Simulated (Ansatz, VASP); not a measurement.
# Two plane-wave programs on C

File INCAR:

```
PREC = Accurate
ENCUT = 520
EDIFF = 1E-7
ISMEAR = -1
SIGMA = 0.05
LREAL = F
LASPH = T
NELM = 60
ALGO = Normal
ISIF = 2
LWAVE = F
LCHARG = T
GGA = RE
LELF = T
LVHAR = T
NBANDS = 8
```

KPOINTS

```
regular mesh
0
Gamma
  4 4 11
```

The input POSCAR:

```
C
1.0
    4.2551700000      0.0000000000      0.0000000000
    0.0000000000      4.2551700000      0.0000000000
    0.0000000000      0.0000000000      1.2822900000
C
1
Direct
    0.5000000000      0.5000000000      0.5000000000
```

The input input.yaml:

```yaml
crystal:
  lattice:
    - [4.25517, 0.0, 0.0]
    - [0.0, 4.25517, 0.0]
    - [0.0, 0.0, 1.28229]
  atoms:
    - { symbol: C, position: [0.5, 0.5, 0.5] }
hamiltonian:
  xc: revpbe
  pseudopotentials: { kind: paw }
kpoints:
  mp_grid: { grid: [4, 4, 11] }
  band_path:
    path:
      - [[0.0, 0.0, 0.0], [0.0, 0.5, 0.0], [0.5, 0.5, 0.0], [0.0, 0.0, 0.0], [0.0, 0.0, 0.5], [0.0, 0.5, 0.5], [0.5, 0.5, 0.5], [0.0, 0.0, 0.5]]
      - [[0.0, 0.5, 0.0], [0.0, 0.5, 0.5]]
      - [[0.5, 0.5, 0.0], [0.5, 0.5, 0.5]]
    npoints: 14
scf:
  occupations: { method: fermi_dirac, width: 0.05 }
  n_extra_bands: 6
output:
  forces: true
  stress: true
  eigenvalues: true
  fatbands: true
  write_density: true
  write_potential: true
  elf: true
  volumetric_format: npy
```

The cell was built by a generator and needn't be a form met in nature.

Alike in both runs: functional revPBE; k mesh 4 × 4 × 11; occupations fermi-dirac, width 0.05 eV; no spin polarisation.

|  | VASP | Ansatz |
| --- | --- | --- |
| version | VASP 6.6.1 | Ansatz 0.2.0 |
| potentials or method | VASP PAW PBE potentials, release 64 (C) | Ansatz PAW |
| plane-wave cutoff (eV) | 520 | 420 |
| valence electrons in the cell | 4 | 4 |
| task | single point | band structure |

|  | VASP | Ansatz | Ansatz less VASP |
| --- | --- | --- | --- |
| gap on the k mesh at the Fermi level (eV) | none | none | - |
| pressure (GPa) | 1.4 | 1.5 | +0.10 |
| largest component of the traceless stress (GPa) | 3.30 | 3.43 | +0.130 |

A gap of «none» marks a metal or a gap that the smearing closes. With one functional, cell and mesh, what is left measures potentials, basis and numerics.

Caveats: the k mesh is coarse (spacing up to 0.45 Å⁻¹), so the values aren't converged; the PAW data sets were made with another functional, which shifts forces and pressure a little (VASP); the PAW data sets come from PBE, with cores solved anew for the run's functional, which leaves a small shift of forces and pressure (Ansatz).
